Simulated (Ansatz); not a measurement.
ZnCu

```
CELL_PARAMETERS angstrom
2.94500 0.00000 0.00000
0.00000 2.94500 0.00000
0.00000 0.00000 2.94500
ATOMIC_POSITIONS crystal
Zn 0.50000 0.50000 0.50000
Cu 0.00000 0.00000 0.00000
```

Atoms are numbered in the order listed.

The cell is COD entry 9008814, as deposited and not checked against the literature; nothing was relaxed.

Levels of theory: DFT, PBE, all-electron LAPW, scalar-relativistic (Ansatz 0.2.0); DFT, PBE, PAW with Ansatz's default frozen-core files, scalar-relativistic (Ansatz 0.2.0).

For LAPW: a Γ-centred 14×14×14 k mesh, Fermi–Dirac smearing of 0.05 eV, basis error target 0.5 meV/atom, no spin polarisation. PAW takes a cutoff of 420 eV at this cell. The Ansatz runs share mesh, smearing and spin set-up. Values come from LAPW unless marked.

* Löwdin charges (with 0.70 e of the cell spilling out of the atomic basis, so their sizes and signs hang on that basis): Zn1 0.77, Cu2 -0.07 e
* Volume per atom: 12.77 Å³

Task: Density of states at the Fermi level (0.2 eV bin): what does the calculation give?

Result: 0.51 states/eV per cell.

Task: Predict this quantity. Bader charges (from the PAW run).

Result: Zn1 +0.16, Cu2 -0.16 e.

Task: Predict this quantity. Pressure at this cell.

Result: 2.24 GPa.

Task: Predict this quantity. Band gap.

Result: none: with an odd electron count and no spin polarisation the bands can't all be full, a metal in this set-up (spin order or a larger cell could open a gap).
